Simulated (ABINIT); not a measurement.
The system is SnO.

```
CELL_PARAMETERS angstrom
3.81370 0.00000 0.00000
0.00000 3.81370 0.00000
0.00000 0.00000 4.88691
ATOMIC_POSITIONS crystal
Sn 0.50000 0.00000 0.76463
Sn 0.00000 0.50000 0.23537
O 0.00000 0.00000 0.00000
O 0.50000 0.50000 0.00000
```

The cell is a database's computed one.

Base run:

```yaml
Program: ABINIT 10.8.3 (patched build)
Functional: PBE
Potentials_or_basis: JTH PAW PBE v2.0
Cutoff: 626 eV
k_mesh: 6 × 6 × 5
Occupations: fermi-dirac, width 0.05 eV
Spin: no spin polarisation
```

Its results: band gap on the k mesh 0.16 eV, indirect (least direct gap 2.04 eV); pressure 3.2 GPa; largest force 0.366 eV/Å.

**Question.** The run is repeated on the same cell with these changes: k mesh from 6 × 6 × 5 to 9 × 9 × 8. What comes out?

**Answer.** Band gap on the k mesh 0.30 eV, indirect (least direct gap 2.00 eV); pressure 3.2 GPa; largest force 0.360 eV/Å.

Caveats: spin-orbit coupling is left out, which moves the levels of the heavy elements; an odd mesh through Γ misses points on the zone boundary, where band edges often lie.

Not every run made on this cell is shown here.
